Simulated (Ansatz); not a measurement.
Runs of Ansatz 0.2.0 on TiTe2. Symmetry: P-3m1, No. 164, trigonal system. Conventional cell: a = 3.777 Å, b = 3.777 Å, c = 6.498 Å, α = 90.00°, β = 90.00°, γ = 120.00°. Around Te (site symmetry 3m) lie 3 Ti at 2.77 Å. Ti (site symmetry -3m) is surrounded by 6 Te at 2.77 Å. 

| task | level | cutoff (eV) | points for each segment of the path | gap on the mesh (eV) | pressure (GPa) | largest force (eV/Å) |
| --- | --- | --- | --- | --- | --- | --- |
| band structure | LDA | 420 | 14 | none | -4.1 | 0.35 |
| band structure | HSE06 | 420 | 4 | none | -0.4 | 0.31 |
| band structure | r2SCAN | 500 | 14 | none | 1.0 | 0.20 |
| band structure | BLYP | 420 | 14 | none | 5.2 | (c) |
| band structure | revPBE | 420 | 14 | none | 2.4 | (b) |
| band structure | PBEsol | 420 | 14 | none | -2.3 | (a) |
| band structure | RPBE | 420 | 14 | none | 2.9 | 0.07 |
| single point | PBE0 | 420 | - | none | -0.5 | 0.33 |
| single point | r2SCAN0 | 500 | - | none | -0.1 | 0.47 |

Alike in all rows: potentials or basis Ansatz PAW; no spin polarisation; cell as given; k mesh 5 × 5 × 3; smearing fermi-dirac 0.05 eV; the mesh is coarse, so values aren't converged.

Fill in the values left out.

(a) 0.17; (b) 0.04; (c) 0.03.

Caveats: all runs use coarse meshes; the PAW data sets come from PBE, with cores solved anew for the run's functional, which leaves a small shift of forces and pressure; spin-orbit coupling is left out, which moves the levels of the heavy elements (some runs); this functional lacks dispersion, which binds the layers, so the pressure and a relaxed spacing across them are unreliable (some runs); the thresholds are loose for stress (some runs).

A k mesh can miss the band edges, and the runs leave out spin-orbit coupling on Te.

A gap of «none» marks a metal or a gap under the smearing width.

Runs at the PBE level aren't shown here.
